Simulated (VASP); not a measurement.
# SnO in VASP: further runs

One slab, SnO, is run at these levels: PBE+D3(BJ); tasks: single point.

All numbers are computed with VASP 6.6.1; they aren't measurements. Logs are shortened: lines on timing, memory, paths and dates and some standing lists are left out, and cuts for length are marked.

### 1 The cell of the first run

The cell holds a slab with vacuum, 8 atoms: a = 3.821 Å, b = 3.821 Å, c = 22.228 Å, α = 90.00°, β = 90.00°, γ = 90.00°.

### 2 Single point, PBE+D3(BJ) (upper layer slid by (0/8, 3/8) of the cell)

File INCAR:

```
PREC = Accurate ; ENCUT = 520
EDIFF = 1E-7 ; ISMEAR = 0
SIGMA = 0.05 ; LREAL = F
LASPH = T ; NELM = 100
ALGO = Fast ; ISIF = 2
LWAVE = F ; LCHARG = F
LDIPOL = T ; IDIPOL = 3
DIPOL = 0.5 0.5 0.401 ; GGA = PE
IVDW = 12 ; NBANDS = 50
```

File KPOINTS:

```
Automatic mesh
0
Gamma
  7 7 1
```

File POSCAR:

```
SnO
1.0
    3.8206509079      0.0000053603      0.0000000000
   -0.0000052472      3.8206509079      0.0000000000
    0.0000000000      0.0000000000     22.2280089981
Sn O
4 4
Direct
    0.9998502662      0.9998502662      0.2024472817
    0.4998491692      0.4998491692      0.3087997895
    0.4998491692      0.8748491692      0.4932517573
    0.9998502662      1.3748502662      0.5996042650
    0.9998512723      0.4998508145      0.2556235141
    0.4998508145      0.9998512723      0.2556235141
    0.4998481630      1.3748486208      0.5464279896
    0.9998486208      0.8748481630      0.5464279896
```

Potentials or basis: VASP PAW PBE potentials, release 64 (Sn_d, O).

On the command line:

```console
cat potpaw_PBE.64/Sn_d/POTCAR potpaw_PBE.64/O/POTCAR > POTCAR
mpirun -np 1 vasp_std > vasp.out
```

OUTCAR:

```text
PREC = Accurate
   ENCUT = 520
   EDIFF = 1E-7
   ISMEAR = 0
   LREAL = F
   LASPH = T
   NELM = 100
   ISIF = 2
   GGA = PE
   IVDW = 12
 IVDW          = 12

 ion  position               nearest neighbor table
   1  1.000  1.000  0.202-   5 2.25   6 2.25   5 2.25   6 2.25   2 3.59   2 3.59   2 3.59   2 3.59

   2  0.500  0.500  0.309-   6 2.25   5 2.25   6 2.25   5 2.25   1 3.59   1 3.59   1 3.59   1 3.59

   3  0.500  0.875  0.493-   7 2.25   8 2.25   7 2.25   8 2.25   4 3.59   4 3.59   4 3.59   4 3.59

   4  1.000  0.375  0.600-   8 2.25   7 2.25   8 2.25   7 2.25   3 3.59   3 3.59   3 3.59   3 3.59

   5  1.000  0.500  0.256-   2 2.25   1 2.25   1 2.25   2 2.25
   6  0.500  1.000  0.256-   2 2.25   1 2.25   1 2.25   2 2.25
   7  0.500  0.375  0.546-   4 2.25   3 2.25   3 2.25   4 2.25
   8  1.000  0.875  0.546-   4 2.25   3 2.25   3 2.25   4 2.25

  LATTYP: Found a simple tetragonal cell.
 ALAT       =     3.8206509079
 C/A-ratio  =     5.8178591905

  Lattice vectors:

 A1 = (   3.8206509079,   0.0000053603,   0.0000000000)
 A2 = (  -0.0000052472,   3.8206509079,   0.0000000000)
 A3 = (   0.0000000000,   0.0000000000,  22.2280089981)

Analysis of symmetry for initial positions (statically):
=====================================================================
 Subroutine PRICEL returns:
 Original cell was already a primitive cell.

 Routine SETGRP: Setting up the symmetry group for a
 simple tetragonal supercell.

 Subroutine GETGRP returns: Found  4 space group operations
 (whereof  1 operations were pure point group operations)
 out of a pool of 16 trial point group operations.

The static configuration has the point symmetry C_1 .
 The point group associated with its full space group is C_2h.

Analysis of symmetry for dynamics (positions and initial velocities):
=====================================================================
 Subroutine PRICEL returns:
 Original cell was already a primitive cell.

 Routine SETGRP: Setting up the symmetry group for a
 simple tetragonal supercell.

 Subroutine GETGRP returns: Found  4 space group operations
 (whereof  1 operations were pure point group operations)
 out of a pool of 16 trial point group operations.

The dynamic configuration has the point symmetry C_1 .
 The point group associated with its full space group is C_2h.

 Subroutine INISYM returns: Found  4 space group operations
 (whereof  1 operations are pure point group operations),
 and found     1 'primitive' translations

----------------------------------------------------------------------------------------

                                     Primitive cell

  volume of cell :     324.4705

  direct lattice vectors                    reciprocal lattice vectors
     3.820650908  0.000005360  0.000000000     0.261735506  0.000000359  0.000000000
    -0.000005247  3.820650908  0.000000000    -0.000000367  0.261735506  0.000000000
     0.000000000  0.000000000 22.228008998     0.000000000  0.000000000  0.044988285

  length of vectors
     3.820650908  3.820650908 22.228008998     0.261735506  0.261735506  0.044988285

  position of ions in fractional coordinates (direct lattice)
     0.999850266  0.999850266  0.202447282
     0.499849169  0.499849169  0.308799790
     0.499849169  0.874849169  0.493251757
     0.999850266  0.374850266  0.599604265
     0.999851272  0.499850815  0.255623514
     0.499850815  0.999851272  0.255623514
     0.499848163  0.374848621  0.546427990
     0.999848621  0.874848163  0.546427990

  ion indices of the primitive-cell ions
   primitive index   ion index
                 1           1
                 2           2
                 3           3
                 4           4
                 5           5
                 6           6
                 7           7
                 8           8

----------------------------------------------------------------------------------------

 KPOINTS: Automatic mesh

Automatic generation of k-mesh.
 Grid dimensions read from file:
 generate k-points for:    7    7    1

 Generating k-lattice:

  Cartesian coordinates                     Fractional coordinates (reciprocal lattice)
     0.037390787  0.000000051  0.000000000     0.142857143  0.000000000  0.000000000
    -0.000000052  0.037390787  0.000000000     0.000000000  0.142857143  0.000000000
     0.000000000  0.000000000  0.044988285     0.000000000  0.000000000  1.000000000

  Length of vectors
     0.037390787  0.037390787  0.044988285

  Shift w.r.t. Gamma in fractional coordinates (k-lattice)
     0.000000000  0.000000000  0.000000000

 Subroutine IBZKPT returns following result:
 ===========================================

 Found     16 irreducible k-points:

 Following reciprocal coordinates:
            Coordinates               Weight
  0.000000  0.000000  0.000000      1.000000
  0.142857  0.000000  0.000000      2.000000
 -0.000000  0.142857  0.000000      2.000000
  0.285714  0.000000  0.000000      2.000000
 -0.000000  0.285714  0.000000      2.000000
  0.428571  0.000000  0.000000      2.000000
[... 8 lines left out ...]
 -0.285714  0.428571  0.000000      4.000000
  0.428571  0.428571  0.000000      4.000000
   k-points           NKPTS =     16   k-points in BZ     NKDIM =     16   number of bands    NBANDS=     50
   number of dos      NEDOS =    301   number of ions     NIONS =      8
   total plane-waves  NPLWV = 131712
   dimension x,y,z NGX =    28 NGY =   28 NGZ =  168
   dimension x,y,z NGXF=    56 NGYF=   56 NGZF=  336
   ions per type =               4   4
   NGX,Y,Z   is equivalent  to a cutoff of  12.18, 12.18, 12.56 a.u.
   NGXF,Y,Z  is equivalent  to a cutoff of  24.37, 24.37, 25.13 a.u.
 SYSTEM =  unknown system
   PREC   = accura    normal or accurate (medium, high low for compatibility)
   ISTART =      0    job   : 0-new  1-cont  2-samecut
   ICHARG =      2    charge: 1-file 2-atom 10-const
   ISPIN  =      1    spin polarized calculation?
   LNONCOLLINEAR =      F non collinear calculations
   LSORBIT =      F    spin-orbit coupling
   LASPH  =      T    aspherical Exc in radial PAW
   ENCUT  =  520.0 eV  38.22 Ry    6.18 a.u.   7.10  7.10 41.33*2*pi/ulx,y,z
   NELM   =    100;   NELMIN=  2; NELMDL= -5     # of ELM steps
   EDIFF  = 0.1E-06   stopping-criterion for ELM
   LREAL  =      F    real-space projection
   EDIFFG = 0.1E-05   stopping-criterion for IOM
   NSW    =      0    number of steps for IOM
   IBRION =     -1    ionic relax: 0-MD 1-quasi-New 2-CG
   NFREE  =      0    steps in history (QN), initial steepest desc. (CG)
   ISIF   =      2    stress and relaxation
   ISYM   =      2    0-nonsym 1-usesym 2-fastsym
   POTIM  = 0.5000    time-step for ionic-motion
   TEBEG  =    0.0;   TEEND  =   0.0 temperature during run
   PSTRESS=    0.0 pullay stress
   NELECT =      80.0000    total number of electrons
   NUPDOWN=      -1.0000    fix difference up-down
   EMIN   =  10.00;   EMAX   =-10.00  energy-range for DOS
   EFERMI =   0.00;   METHOD = LEGACY
   ISMEAR =     0;   SIGMA  =   0.05  broadening in eV -4-tet -1-fermi 0-gaus
   EFERMI_NEDOS =   21; number of points for ismear=-14 and -15
   IALGO  =     68    algorithm
   IMIX   =      4    mixing-type and parameters
     AMIX     =   0.40;   BMIX     =  1.00
     AMIX_MAG =   1.60;   BMIX_MAG =  1.00
  volume/ion in A,a.u.               =      40.56       273.70
  Fermi-wavevector in a.u.,A,eV,Ry     =   1.026549  1.939897 14.337861  1.053803
  Thomas-Fermi vector in A             =   2.160448
   LORBIT       =      0    0 simple, 1 ext, 2 COOP (PROOUT), +10 PAW based schemes
   GGA     = PE    functional components
   LHFCALC =     F    Hartree Fock is set to
   AEXX    =    0.0000 exact exchange contribution
   IVDW    =    12    specifies the selected vdW correction
   LEPSILON=     F    determine dielectric tensor
   LRPA    =     F    only Hartree local field effects (RPA)
 non-spin polarized calculation
 RMM-DIIS sequential band-by-band and
 Gauss-broadening in eV      SIGMA  =   0.05
  energy-cutoff  :      520.00
  volume of cell :      324.47
 maximum number of plane-waves:      8769
   NGX = 15   NGY = 15   NGZ = 83

 dipolmoment           0.000000      0.000000     -0.000031 electrons x Angstroem

 number of electron      79.9999971 magnetization

 dipolmoment           0.000000      0.000000      0.000008 electrons x Angstroem

 Free energy of the ion-electron system (eV)
  ---------------------------------------------------
  ext. energy  EPLUGINS =         0.00000000
  ---------------------------------------------------
  free energy    TOTEN  =       -45.16190405 eV

  energy without entropy =      -45.16190405  energy(sigma->0) =      -45.16190405

 E-fermi :   0.0726     XC(G=0):  -5.3051

 val. band max:       -0.1762272662   @ k =   0.1429   0.0000   0.0000
 cond. band min:       2.2129938753   @ k =   0.4286   0.0000   0.0000
 fundamental gap:      2.3892211415
 Fermi energy:         0.0725948699

 k-point     1 :       0.0000    0.0000    0.0000
  band No.  band energies     occupation
      1     -21.0514      2.00000
      2     -21.0514      2.00000
      3     -20.6922      2.00000
      4     -20.6921      2.00000
      5     -20.6548      2.00000
      6     -20.6544      2.00000
[... 42 lines left out ...]
     49       5.2179      0.00000
     50       5.2385      0.00000

 k-point     2 :       0.1429    0.0000    0.0000
  band No.  band energies     occupation
      1     -21.0425      2.00000
      2     -21.0424      2.00000
      3     -20.6927      2.00000
      4     -20.6926      2.00000
      5     -20.6562      2.00000
      6     -20.6556      2.00000
[... 734 lines left out ...]
 k-point    16 :       0.4286    0.4286    0.0000
  band No.  band energies     occupation
      1     -20.9924      2.00000
      2     -20.9922      2.00000
      3     -20.9784      2.00000
      4     -20.9783      2.00000
      5     -20.6594      2.00000
      6     -20.6592      2.00000
[... 42 lines left out ...]
     49       6.4863      0.00000
     50       6.7144      0.00000

------------------------ aborting loop because EDIFF is reached ----------------------------------------

 vacuum level on the upper side and lower side of the slab       (xc-potential included)        -0.134        -0.130

 Edisp (eV)   -1.24577

 E8    (eV) :    -0.5508

  FORCE on cell =-STRESS in cart. coord.  units (eV):
  Direction    XX          YY          ZZ          XY          YZ          ZX
  --------------------------------------------------------------------------------------
  -------------------------------------------------------------------------------------
  Total       0.14634     0.23541    -0.04244    -0.00000     0.22038    -0.00000
  in kB       0.72260     1.16239    -0.20954    -0.00000     1.08819    -0.00000
  external pressure =        0.56 kB  Pullay stress =        0.00 kB

 VOLUME and BASIS-vectors are now :
 -----------------------------------------------------------------------------
  energy-cutoff  :      520.00
  volume of cell :      324.47
      direct lattice vectors                 reciprocal lattice vectors
     3.820650908  0.000005360  0.000000000     0.261735506  0.000000359  0.000000000
    -0.000005247  3.820650908  0.000000000    -0.000000367  0.261735506  0.000000000
     0.000000000  0.000000000 22.228008998     0.000000000  0.000000000  0.044988285

 POSITION                                       TOTAL-FORCE (eV/Angst)
 -----------------------------------------------------------------------------------
      3.82007      3.82008      4.50000         0.000000     -0.004152     -0.069161
      1.90975      1.90975      6.86400         0.000000     -0.025089      0.100510
      1.90974      3.34250     10.96400        -0.000000      0.025089     -0.100510
      3.82008      1.43218     13.32801        -0.000000      0.004152      0.069161
      3.82008      1.90976      5.68200        -0.000000      0.008227      0.007218
      1.90975      3.82009      5.68200         0.000000     -0.020752      0.006137
      1.90974      1.43217     12.14601        -0.000000      0.020752     -0.006137
      3.82007      3.34249     12.14601         0.000000     -0.008227     -0.007218
 -----------------------------------------------------------------------------------
    total drift:                                0.013517      0.013484      0.003455

  FREE ENERGIE OF THE ION-ELECTRON SYSTEM (eV)
  ---------------------------------------------------
  free  energy   TOTEN  =       -46.4076748400 eV

  energy  without entropy=      -46.4076748400  energy(sigma->0) =      -46.40767484

 vacuum level on the upper side and lower side of the slab         4.811         4.817
```

It took 3.2 min on 1 thread of Intel Xeon 6975P-C (Granite Rapids), shared host; peak memory 0.44 GiB.

Results:

| Item | Value |
| --- | --- |
| Free energy | -46.4077 eV |
| Largest force | 0.104 eV/Å |
| Band gap on the k mesh | 2.39 eV, indirect (least direct gap 2.54 eV) |
| Dispersion energy per atom | -0.156 eV |

Forces on the atoms (eV/Å):
```
Sn   0.000 -0.004 -0.069
Sn   0.000 -0.025  0.101
Sn   0.000  0.025 -0.101
Sn   0.000  0.004  0.069
O    0.000  0.008  0.007
O    0.000 -0.021  0.006
O    0.000  0.021 -0.006
O    0.000 -0.008 -0.007
```

Levels at points of the mesh, in eV from the valence-band top:
```tsv
k point	band 36	band 37	band 38	band 39	band 40	band 41	band 42	band 43	band 44	band 45
(0.00, 0.00, 0.00)	-1.97	-1.96	-1.96	-0.65	-0.03	2.51	2.84	2.84	3.83	4.86
```

Caveat: spin-orbit coupling is left out, which moves the levels of the heavy elements.

### 3 Single point, PBE+D3(BJ) (upper layer slid by (0/8, 4/8) of the cell)

File INCAR:

```
SYSTEM = SnO
PREC = Accurate
ENCUT = 520
EDIFF = 1E-7
ISMEAR = 0
SIGMA = 0.05
LREAL = .False.
LASPH = .True.
NELM = 100
ALGO = Fast
ISIF = 2
LWAVE = .False.
LCHARG = .True.
LDIPOL = .True.
IDIPOL = 3
DIPOL = 0.5 0.5 0.401
GGA = PE
IVDW = 12
LELF = .True.
LVHAR = .True.
LVACPOTAV = .True.
NBANDS = 50
```

File KPOINTS:

```
regular mesh
0
Gamma
  7 7 1
  0 0 0
```

File POSCAR:

```
SnO
1.0
    3.8206509079      0.0000053603      0.0000000000
   -0.0000052472      3.8206509079      0.0000000000
    0.0000000000      0.0000000000     22.2280089981
Sn O
4 4
Direct
    0.9998502662      0.9998502662      0.2024472817
    0.4998491692      0.4998491692      0.3087997895
    0.4998491692      0.9998491692      0.4932517573
    0.9998502662      1.4998502662      0.5996042650
    0.9998512723      0.4998508145      0.2556235141
    0.4998508145      0.9998512723      0.2556235141
    0.4998481630      1.4998486208      0.5464279896
    0.9998486208      0.9998481630      0.5464279896
```

Potentials or basis: VASP PAW PBE potentials, release 64 (Sn_d, O).

On the command line:

```console
cat potpaw_PBE.64/Sn_d/POTCAR potpaw_PBE.64/O/POTCAR > POTCAR
mpirun -np 1 vasp_std > vasp.out
```

It took 3.6 min on 1 thread of Intel Xeon 6975P-C (Granite Rapids), shared host; peak memory 0.45 GiB.

It converged, with:

- Free energy: -46.4181 eV
- Largest force: 0.121 eV/Å
- Band gap on the k mesh: 2.40 eV, indirect (least direct gap 2.55 eV)
- Dispersion energy per atom: -0.156 eV
- Ionisation potential of the upper face: 5.11 eV

Forces on the atoms (eV/Å):
```
Sn   0.000  0.000 -0.069
Sn   0.000  0.000  0.121
Sn   0.000  0.000 -0.121
Sn   0.000  0.000  0.069
O    0.000  0.000  0.009
O    0.000  0.000  0.008
O    0.000  0.000 -0.008
O    0.000  0.000 -0.009
```

Levels at points of the mesh, in eV from the valence-band top:
| k point | band 36 | band 37 | band 38 | band 39 | band 40 | band 41 | band 42 | band 43 | band 44 | band 45 |
| --- | --- | --- | --- | --- | --- | --- | --- | --- | --- | --- |
| (0.00, 0.00, 0.00) | -1.96 | -1.96 | -1.96 | -0.64 | -0.03 | 2.52 | 2.85 | 2.85 | 3.83 | 4.87 |

Caveat: spin-orbit coupling is left out, which moves the levels of the heavy elements.
